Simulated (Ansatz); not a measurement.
# CoO in Ansatz: the effect of Hubbard term

Crystal: CoO.

```xyz
4
Lattice="2.5705 0.0000 0.0000 0.0000 2.5705 0.0000 0.0000 0.0000 5.1411" Properties=species:S:1:pos:R:3 pbc="T T T"
Co    0.0000    0.0000    0.0000
Co    0.0000    0.0000    2.5705
O     1.2853    1.2853    1.2853
O     1.2853    1.2853    3.8558
```

Measurements of this composition are mostly on another form, of space group No. 225.

The cell isn't the ideal one: another cell of the same crystal, with 4 atoms.

Alike in all runs:

* Program: Ansatz 0.2.0
* Task: density of states
* Functional: PBE
* Potentials or basis: Ansatz PAW
* Cutoff: 420 eV (not typed: the program's choice for these potentials)
* k mesh: 10 × 10 × 5
* Occupations: fermi-dirac, width 0.05 eV
* Spin: collinear spin, antiferromagnetic start
* Starting moments: [2.0, -2.0, 0.0, 0.0] μB
* Hubbard projectors: ortho-atomic (the default)
* Double counting: fll (the default)

| Hubbard term | gap on the mesh (eV) | pressure (GPa) |
| --- | --- | --- |
| Co d U = 5 eV | ? | ? |
| Co d U = 6 eV | 2.17 | 24.6 |
| Co d U = 8 eV | 2.09 | 28.5 |

Problem. What does the run with Hubbard term Co d U = 5 eV give?

Solution. gap on the mesh 2.20 eV; pressure 22.6 GPa.

Caveats: the magnetic or orbital state may not be the lowest; odd divisions of the mesh miss points on the zone boundary, where band edges often lie, so the gap on the mesh can be too wide; a pressure of tens of GPa on the cell as given is suspect, and the run, the potentials or the cell itself is likely at fault (some runs).

A k mesh can miss the band edges.
